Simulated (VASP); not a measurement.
Wanted: the native input for a VASP 6.6.1 run.

```yaml
Task: single point
Functional: r2SCAN
Potentials_or_basis: VASP PAW PBE potentials, release 64 (La)
Cutoff: 520 eV
k_mesh: 14 × 14 × 14
Occupations: gaussian, width 0.05 eV
Spin: no spin polarisation
Dipole_correction: no
Further_INCAR_settings: ALGO = Normal; EDIFF = 1e-06; NBANDS = 12
```

La:

```
La
1.0
    -2.12230    2.12230    2.12230
     2.12230   -2.12230    2.12230
     2.12230    2.12230   -2.12230
La
1
Direct
  0.00000 0.00000 0.00000
```

The cell was built by a generator and needn't be a form met in nature.

One way to write it, as run:

POSCAR

```
La
1.0
   -2.1222967573      2.1222967573      2.1222967573
    2.1222967573     -2.1222967573      2.1222967573
    2.1222967573      2.1222967573     -2.1222967573
La
1
Direct
    0.0000000000      0.0000000000      0.0000000000
```

INCAR.step1

```
SYSTEM = La
PREC = Accurate
ENCUT = 520
ISMEAR = 0
SIGMA = 0.05
LREAL = .False.
LASPH = .True.
NELM = 100
NBANDS = 12
GGA = PE
ALGO = Normal
EDIFF = 1E-4
LWAVE = .True.
LCHARG = .False.
```

INCAR.step2

```
SYSTEM = La
PREC = Accurate
ENCUT = 520
EDIFF = 1E-6
ISMEAR = 0
SIGMA = 0.05
LREAL = .False.
LASPH = .True.
NELM = 100
ALGO = Normal
ISIF = 2
LWAVE = .False.
LCHARG = .True.
METAGGA = R2SCAN
LMIXTAU = .True.
LELF = .True.
LVHAR = .True.
NBANDS = 12
ISTART = 1
```

KPOINTS

```
regular mesh
0
Gamma
  14 14 14
  0 0 0
```

Potentials or basis: VASP PAW PBE potentials, release 64 (La).

Run with:

```bash
$ cat potpaw_PBE.64/La/POTCAR > POTCAR
$ cp INCAR.step1 INCAR
$ mpirun -np 1 vasp_std > vasp.out
$ cp INCAR.step2 INCAR
$ mpirun -np 1 vasp_std > vasp.out
```

Results of the run:

| Quantity | Value |
| --- | --- |
| Pressure | 0.0 GPa |
| Band gap on the k mesh | none (metal or under the smearing width) |

Caveat: the PAW data sets were made with another functional, which shifts forces and pressure a little.

It took 8.7 min on 1 thread of AMD EPYC 7571, with other jobs on the host, peak memory 0.18 GiB.
